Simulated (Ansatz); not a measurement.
## Wurtzite BeO

Calculation: RPBE in Ansatz (PAW).

Run with plane-wave cutoff 520 eV, 18×18×8 k mesh (along the axes of the cell as run), Fermi–Dirac smearing 0.01 eV, scalar-relativistic PAW data made under PBE.

Cell: relaxed at this level.

For wurtzite BeO, the volume per atom is 7.18 Å³/atom and the bulk modulus B0 comes out as 199 GPa. The lattice constant a comes out as 2.734 Å. The c axis length is 4.439 Å and the band gap is 7.30 eV (direct). The width of the whole s-p valence band is 18.52 eV. The pressure derivative B′ of the bulk modulus is 3.7.

Measured, for comparison: band gap 11.29 eV (zero-point renormalisation of 699 meV (computed, non-adiabatic AHC, without the lattice-expansion part) added back here; inputs from Miglio et al. (2020), arXiv:2011.12765); bulk modulus 212 GPa (room temperature, no zero-point or thermal correction, K' fixed at 4, our sources range from 212 to 224; as tabulated in High-pressure and high-temperature crystal chemistry of beryllium oxide (Scilit …); lattice constant a 2.698 Å, lattice parameter c 4.377 Å (temperature not stated, no zero-point or thermal correction; as tabulated in Wikipedia's data pages). Computed (rounded) less measured: band gap -3.99 eV, bulk modulus -6 % (-6 % to -11 % over the range), lattice constant a +1.3 %, lattice parameter c +1.4 %.

Note: the bulk modulus comes from volumes at which shape and atoms were relaxed.

Static lattice: no zero-point or thermal effects.

The result took very roughly 110 core-seconds.

Ansatz is a program for electronic structure.
